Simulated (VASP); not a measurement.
# Al (Fm-3m) in VASP: notebook, part 2 of 2

VASP 6.6.1.

## 3. Single point, PBE (a relaxed cell with its volume scaled by 0.91)

INCAR

```
SYSTEM = Al
ALGO = Normal ; EDIFF = 1E-7
ENCUT = 700 ; GGA = PE
ISIF = 2 ; ISMEAR = 0
LASPH = .True. ; LCHARG = .False.
LREAL = .False. ; LWAVE = .False.
NBANDS = 8 ; NELM = 80
PREC = Accurate ; SIGMA = 0.1
```

KPOINTS

```
k-points
0
Gamma
  18 18 18
  0 0 0
```

POSCAR

```
Al                                      
1.0
    0.0000000000      1.9578155589      1.9578155589
    1.9578155589      0.0000000000      1.9578155589
    1.9578155589      1.9578155589      0.0000000000
  Al            
     1
Direct
     0.0000000000000000    0.0000000000000000    0.0000000000000000
```

Potentials or basis: VASP PAW PBE potentials, release 64 (Al).

On the command line:

```sh
$ cat potpaw_PBE.64/Al/POTCAR > POTCAR
$ mpirun -np 1 vasp_std > vasp.out
```

OUTCAR:

```text
SYSTEM = Al
   EDIFF = 1E-7
   ENCUT = 700
   GGA = PE
   ISIF = 2
   ISMEAR = 0
   LASPH = .True.
   LREAL = .False.
   NELM = 80
   PREC = Accurate

 ion  position               nearest neighbor table
   1  0.000  0.000  0.000-

  LATTYP: Found a face centered cubic cell.
 ALAT       =     3.9156311178

  Lattice vectors:

 A1 = (   0.0000000000,   1.9578155589,   1.9578155589)
 A2 = (   1.9578155589,   0.0000000000,   1.9578155589)
 A3 = (   1.9578155589,   1.9578155589,   0.0000000000)

Analysis of symmetry for initial positions (statically):
=====================================================================
 Subroutine PRICEL returns:
 Original cell was already a primitive cell.

 Routine SETGRP: Setting up the symmetry group for a
 face centered cubic supercell.

 Subroutine GETGRP returns: Found 48 space group operations
 (whereof 48 operations were pure point group operations)
 out of a pool of 48 trial point group operations.

The static configuration has the point symmetry O_h .

Analysis of symmetry for dynamics (positions and initial velocities):
=====================================================================
 Subroutine PRICEL returns:
 Original cell was already a primitive cell.

 Routine SETGRP: Setting up the symmetry group for a
 face centered cubic supercell.

 Subroutine GETGRP returns: Found 48 space group operations
 (whereof 48 operations were pure point group operations)
 out of a pool of 48 trial point group operations.

The dynamic configuration has the point symmetry O_h .

 Subroutine INISYM returns: Found 48 space group operations
 (whereof 48 operations are pure point group operations),
 and found     1 'primitive' translations

----------------------------------------------------------------------------------------

                                     Primitive cell

  volume of cell :      15.0088

  direct lattice vectors                    reciprocal lattice vectors
     0.000000000  1.957815559  1.957815559    -0.255386672  0.255386672  0.255386672
     1.957815559  0.000000000  1.957815559     0.255386672 -0.255386672  0.255386672
     1.957815559  1.957815559  0.000000000     0.255386672  0.255386672 -0.255386672

  length of vectors
     2.768769316  2.768769316  2.768769316     0.442342692  0.442342692  0.442342692

  position of ions in fractional coordinates (direct lattice)
     0.000000000  0.000000000  0.000000000

  ion indices of the primitive-cell ions
   primitive index   ion index
                 1           1

----------------------------------------------------------------------------------------

 KPOINTS: k-points

Automatic generation of k-mesh.
 Grid dimensions read from file:
 generate k-points for:   18   18   18

 Generating k-lattice:

  Cartesian coordinates                     Fractional coordinates (reciprocal lattice)
    -0.014188148  0.014188148  0.014188148     0.055555556  0.000000000  0.000000000
     0.014188148 -0.014188148  0.014188148     0.000000000  0.055555556  0.000000000
     0.014188148  0.014188148 -0.014188148     0.000000000  0.000000000  0.055555556

  Length of vectors
     0.024574594  0.024574594  0.024574594

  Shift w.r.t. Gamma in fractional coordinates (k-lattice)
     0.000000000  0.000000000  0.000000000

 Subroutine IBZKPT returns following result:
 ===========================================

 Found    195 irreducible k-points:

 Following reciprocal coordinates:
            Coordinates               Weight
  0.000000  0.000000  0.000000      1.000000
  0.055556  0.000000  0.000000      8.000000
  0.111111  0.000000  0.000000      8.000000
  0.166667  0.000000  0.000000      8.000000
  0.222222  0.000000  0.000000      8.000000
  0.277778  0.000000  0.000000      8.000000
[... 16 lines left out ...]
 -0.277778  0.055556  0.000000     24.000000
 -0.222222  0.055556  0.000000     24.000000
 [... further k-points ...]
   k-points           NKPTS =    195   k-points in BZ     NKDIM =    195   number of bands    NBANDS=      8
   number of dos      NEDOS =    301   number of ions     NIONS =      1
   total plane-waves  NPLWV =  13824
   dimension x,y,z NGX =    24 NGY =   24 NGZ =   24
   dimension x,y,z NGXF=    48 NGYF=   48 NGZF=   48
   ions per type =               1
   NGX,Y,Z   is equivalent  to a cutoff of  14.41, 14.41, 14.41 a.u.
   NGXF,Y,Z  is equivalent  to a cutoff of  28.82, 28.82, 28.82 a.u.
 SYSTEM =  Al
   PREC   = accura    normal or accurate (medium, high low for compatibility)
   ISTART =      0    job   : 0-new  1-cont  2-samecut
   ICHARG =      2    charge: 1-file 2-atom 10-const
   ISPIN  =      1    spin polarized calculation?
   LNONCOLLINEAR =      F non collinear calculations
   LSORBIT =      F    spin-orbit coupling
   LASPH  =      T    aspherical Exc in radial PAW
   ENCUT  =  700.0 eV  51.45 Ry    7.17 a.u.   5.97  5.97  5.97*2*pi/ulx,y,z
   NELM   =     80;   NELMIN=  2; NELMDL= -5     # of ELM steps
   EDIFF  = 0.1E-06   stopping-criterion for ELM
   LREAL  =      F    real-space projection
   EDIFFG = 0.1E-05   stopping-criterion for IOM
   NSW    =      0    number of steps for IOM
   IBRION =     -1    ionic relax: 0-MD 1-quasi-New 2-CG
   NFREE  =      0    steps in history (QN), initial steepest desc. (CG)
   ISIF   =      2    stress and relaxation
   ISYM   =      2    0-nonsym 1-usesym 2-fastsym
   POTIM  = 0.5000    time-step for ionic-motion
   TEBEG  =    0.0;   TEEND  =   0.0 temperature during run
   PSTRESS=    0.0 pullay stress
   NELECT =       3.0000    total number of electrons
   NUPDOWN=      -1.0000    fix difference up-down
   EMIN   =  10.00;   EMAX   =-10.00  energy-range for DOS
   EFERMI =   0.00;   METHOD = LEGACY
   ISMEAR =     0;   SIGMA  =   0.10  broadening in eV -4-tet -1-fermi 0-gaus
   EFERMI_NEDOS =   21; number of points for ismear=-14 and -15
   IALGO  =     38    algorithm
   IMIX   =      4    mixing-type and parameters
     AMIX     =   0.40;   BMIX     =  1.00
     AMIX_MAG =   1.60;   BMIX_MAG =  1.00
  volume/ion in A,a.u.               =      15.01       101.28
  Fermi-wavevector in a.u.,A,eV,Ry     =   0.957194  1.808835 12.465945  0.916221
  Thomas-Fermi vector in A             =   2.086191
   LORBIT       =      0    0 simple, 1 ext, 2 COOP (PROOUT), +10 PAW based schemes
   GGA     = PE    functional components
   LHFCALC =     F    Hartree Fock is set to
   AEXX    =    0.0000 exact exchange contribution
   IVDW    =     0    specifies the selected vdW correction
   LEPSILON=     F    determine dielectric tensor
   LRPA    =     F    only Hartree local field effects (RPA)
 non-spin polarized calculation
 Gauss-broadening in eV      SIGMA  =   0.10
  energy-cutoff  :      700.00
  volume of cell :       15.01
 maximum number of plane-waves:       646
   NGX = 11   NGY = 11   NGZ = 11

 number of electron       3.0000000 magnetization

 Free energy of the ion-electron system (eV)
  ---------------------------------------------------
  ext. energy  EPLUGINS =         0.00000000
  ---------------------------------------------------
  free energy    TOTEN  =        -3.70674496 eV

  energy without entropy =       -3.70410712  energy(sigma->0) =       -3.70542604

 E-fermi :   9.0225     XC(G=0): -10.5442

 val. band max:        9.0073711560   @ k =  -0.2222   0.3889   0.1667
 cond. band min:       9.0445934005   @ k =  -0.3333   0.3889   0.0556
 fundamental gap:      0.0372222445
 Fermi energy:         9.0224719322

 k-point     1 :       0.0000    0.0000    0.0000
  band No.  band energies     occupation
      1      -2.7808      2.00000
      2      22.1829      0.00000
      3      22.1829      0.00000
      4      22.1829      0.00000
      5      24.4224      0.00000
      6      24.4224      0.00000
      7      24.4224      0.00000
      8      26.1949      0.00000

 k-point     2 :       0.0556    0.0000    0.0000
  band No.  band energies     occupation
      1      -2.6914      2.00000
      2      20.7057      0.00000
      3      21.9436      0.00000
      4      21.9436      0.00000
      5      24.8055      0.00000
      6      24.8055      0.00000
      7      24.8404      0.00000
      8      27.1882      0.00000
[... 221 lines left out ...]
 k-point    23 :      -0.2778    0.0556    0.0000
  band No.  band energies     occupation
      1      -0.1859      2.00000
      2      10.9619      0.00000
      3      18.7410      0.00000
      4      21.7647      0.00000
      5      22.7545      0.00000
      6      24.2527      0.00000
      7      24.9498      0.00000
      8      28.8650      0.00000

 k-point    24 :      -0.2222    0.0556    0.0000
  band No.  band energies     occupation
      1      -1.0352      2.00000
      2      13.0792      0.00000
      3      18.9123      0.00000
      4      21.9057      0.00000
      5      23.7995      0.00000
      6      24.9003      0.00000
      7      25.4165      0.00000
      8      27.7161      0.00000

 [... further k-points ...]
[... 5 lines left out ...]
  --------------------------------------------------------------------------------------
  -------------------------------------------------------------------------------------
  Total        0.8390443      0.8390443      0.8390443     -0.0000000     -0.0000000      0.0000000
  in kB       89.5674356     89.5674356     89.5674356     -0.0000000     -0.0000000      0.0000000
  external PRESSURE =      89.5674356 kB  Pullay stress =       0.0000000 kB

 VOLUME and BASIS-vectors are now :
 -----------------------------------------------------------------------------
  energy-cutoff  :      700.00
  volume of cell :       15.01
      direct lattice vectors                 reciprocal lattice vectors
     0.000000000  1.957815559  1.957815559    -0.255386672  0.255386672  0.255386672
     1.957815559  0.000000000  1.957815559     0.255386672 -0.255386672  0.255386672
     1.957815559  1.957815559  0.000000000     0.255386672  0.255386672 -0.255386672

 POSITION                                       TOTAL-FORCE (eV/Angst)
 -----------------------------------------------------------------------------------
      0.00000      0.00000      0.00000         0.000000      0.000000      0.000000
 -----------------------------------------------------------------------------------
    total drift:                               -0.000000     -0.000000     -0.000000

  FREE ENERGIE OF THE ION-ELECTRON SYSTEM (eV)
  ---------------------------------------------------
  free  energy   TOTEN  =        -3.7067449594 eV

  energy  without entropy=       -3.7041071168  energy(sigma->0) =       -3.70542604
```

It took 14 s on 1 thread of Intel Xeon Platinum 8259CL at 2.50GHz (Skylake/Cascade Lake), shared host; peak memory 0.15 GiB.

Results:

```yaml
Free_energy: -3.7067 eV
Pressure: 9.0 GPa
Band_gap_on_the_k_mesh: none (metal or under the smearing width)
```

## 4. Single point, PBE (a relaxed cell with its volume scaled by 1.09)

INCAR is that of step 3.

KPOINTS is that of step 3.

POSCAR

```
Al                                      
1.0
    0.0000000000      2.0792185642      2.0792185642
    2.0792185642      0.0000000000      2.0792185642
    2.0792185642      2.0792185642      0.0000000000
  Al            
     1
Direct
     0.0000000000000000    0.0000000000000000    0.0000000000000000
```

On the command line:

```sh
$ cat potpaw_PBE.64/Al/POTCAR > POTCAR
$ mpirun -np 1 vasp_std > vasp.out
```

It took 32 s on 1 thread of Intel Xeon Platinum 8259CL at 2.50GHz (Skylake/Cascade Lake), shared host; peak memory 0.17 GiB.

It converged, with:

| Item | Value |
| --- | --- |
| Free energy | -3.7171 eV |
| Pressure | -5.5 GPa |
| Band gap on the k mesh | none (metal or under the smearing width) |

Levels at points of the mesh, in eV from the Fermi level:
```
           k point  band 1  band 2  band 3  band 4  band 5
(0.00, 0.00, 0.00)  -10.55   12.16   12.16   12.16   13.03
(0.50, 0.00, 0.00)   -4.26   -4.25   10.54   10.54   11.08
(0.50, 0.50, 0.00)   -2.71   -1.59    5.22    5.22    5.24
```

## 5. The runs side by side

| cell | gap on the mesh (eV) | pressure (GPa) |
| --- | --- | --- |
| a relaxed cell with its volume scaled by 1.06 | none | -4.0 |
| a relaxed cell with its volume scaled by 0.91 | none | 9.0 |
| a relaxed cell with its volume scaled by 1.09 | none | -5.5 |

Alike in all rows: task single point; level PBE; potentials or basis VASP PAW PBE potentials, release 64 (Al); no spin polarisation; k mesh 18 × 18 × 18; cutoff (eV) 700; smearing gaussian 0.1 eV.

Absolute energies hang on the potentials; compare differences alone.
